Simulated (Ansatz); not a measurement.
# BP: the cost of one run

All numbers are computed with Ansatz 0.2.0 through its Python package. Level of theory: DFT LDA, plane waves, PAW.

**1. Starting point**

BP F-43m: Symmetry: F-43m, No. 216, cubic system. Conventional cell: a = 4.540 Å, b = 4.540 Å, c = 4.540 Å, α = 90.00°, β = 90.00°, γ = 90.00°. Around B (site symmetry -43m) lie 4 P at 1.97 Å. Around P (site symmetry -43m) lie 4 B at 1.97 Å.

AlP F-43m: The structure is cubic, space group F-43m (No. 216). Conventional cell: a = 5.420 Å, b = 5.420 Å, c = 5.420 Å, α = 90.00°, β = 90.00°, γ = 90.00°. Around Al (site symmetry -43m) lie 4 P at 2.35 Å. P (site symmetry -43m) has 4 Al at 2.35 Å as nearest neighbours.

GaP F-43m: It takes space group F-43m (No. 216, cubic). The conventional cell has a = 5.440 Å, b = 5.440 Å, c = 5.440 Å, α = 90.00°, β = 90.00°, γ = 90.00°. Ga (site symmetry -43m) has 4 P at 2.36 Å as nearest neighbours. P (site symmetry -43m) is surrounded by 4 Ga at 2.36 Å.

InP F-43m: The structure is cubic, space group F-43m (No. 216). The conventional cell has a = 5.920 Å, b = 5.920 Å, c = 5.920 Å, α = 90.00°, β = 90.00°, γ = 90.00°. In (site symmetry -43m) has 4 P at 2.56 Å as nearest neighbours. P (site symmetry -43m) has 4 In at 2.56 Å as nearest neighbours.

No structure file is read: the coordinates are typed or built in the script.

**2. The script**

bp.py

```python
import warnings

import ansatz as az
import numpy as np

XC = "lda"
MAX_SCF = 150
ECUT = 460
KSPACING = 0.34
SMEARING = "fermi_dirac"
WIDTH_EV = 0.02


def zincblende(A, B, a):
    return (
        az.Lattice.fcc(a)
        .space_group(216)
        .atom(A, (0, 0, 0))
        .atom(B, (0.25, 0.25, 0.25))
        .primitive()
    )


def solve(name, crystal, relax=True):
    calc = (
        crystal.calculation()
        .functional(XC)
        .mixing("broyden")
        .scf(max_iterations=MAX_SCF)
        .basis(ECUT)
        .kpoints(spacing=KSPACING)
        .occupations(SMEARING, width=WIDTH_EV)
        .stress()
        .band_table()
    )
    if relax:
        calc = calc.relax(force_tolerance=0.03, cell=True)
    return calc.run()

def bulk_modulus(name, outcome, step=0.01):
    # B = -V dP/dV from the pressures of two uniformly scaled cells, atoms held at their fractions
    pressure = []
    for factor in (1 - step, 1.0, 1 + step):
        cell = az.Crystal(lattice=az.Lattice.of(outcome.lattice.cell_ang * factor ** (1 / 3)))
        for site in outcome.report["lattice"]["sites"]:
            cell = cell.atom(site["symbol"], site["position_frac"])
        pressure.append(np.trace(solve(name, cell, relax=False).report["stress_gpa"]) / 3)
    slope, bend = (pressure[0] - pressure[2]) / (2 * step), abs(pressure[0] + pressure[2] - 2 * pressure[1])
    # a jump of mesh or basis between the cells shows as a kink: no modulus then
    return float(slope) if bend < 12 * step**2 * abs(slope) + 0.15 and abs(pressure[1]) < 1.5 else float("nan")

def relaxed_twice(name, crystal):
    # the second pass draws mesh and plane waves anew for the relaxed cell
    first = solve(name, crystal)
    again = az.Crystal(lattice=az.Lattice.of(first.lattice.cell_ang))
    for site in first.report["lattice"]["sites"]:
        again = again.atom(site["symbol"], site["position_frac"])
    return solve(name, again)


def volume_per_atom(outcome):
    return abs(np.linalg.det(outcome.lattice.cell_ang)) / len(outcome.lattice.sites)


def gap_ev(outcome):
    # nan where the run reports no band edges: a metal, overlapping bands, or a gap that is small against the smearing
    edges = outcome.report.get("band_edges_ev")
    return edges[1] - edges[0] if edges else float("nan")

warnings.simplefilter("ignore", az.DeckWarning)

phases = {}
phases["BP"] = zincblende("B", "P", 4.54)
phases["AlP"] = zincblende("Al", "P", 5.42)
phases["GaP"] = zincblende("Ga", "P", 5.44)
phases["InP"] = zincblende("In", "P", 5.92)

done = {}
for name, crystal in phases.items():
    done[name] = relaxed_twice(name, crystal)
    print(f"{name}: {done[name].report['energy_sigma0_ev']:.4f} eV, {len(done[name].lattice.sites)} atoms")

rows = [(name, (4 * len(o.lattice.sites) * volume_per_atom(o)) ** (1 / 3), volume_per_atom(o), gap_ev(o), bulk_modulus(name, o)) for name, o in done.items()]
print("| compound | a (A) | V (A^3/atom) | gap on mesh (eV) | B (GPa) |")
print("| --- | --- | --- | --- | --- |")
for row in rows:
    print(f"| {row[0]} | {row[1]:.3f} | {row[2]:.3f} | {row[3]:.2f} | {row[4]:.0f} |")
```

**3. Running it**

Started as:

```sh
> python bp.py
```

**Question.** How long does this script take on 1 thread of Arm Neoverse V2, shared host, and how much memory does it need?

About 33 s, with a peak of 0.39 GiB.
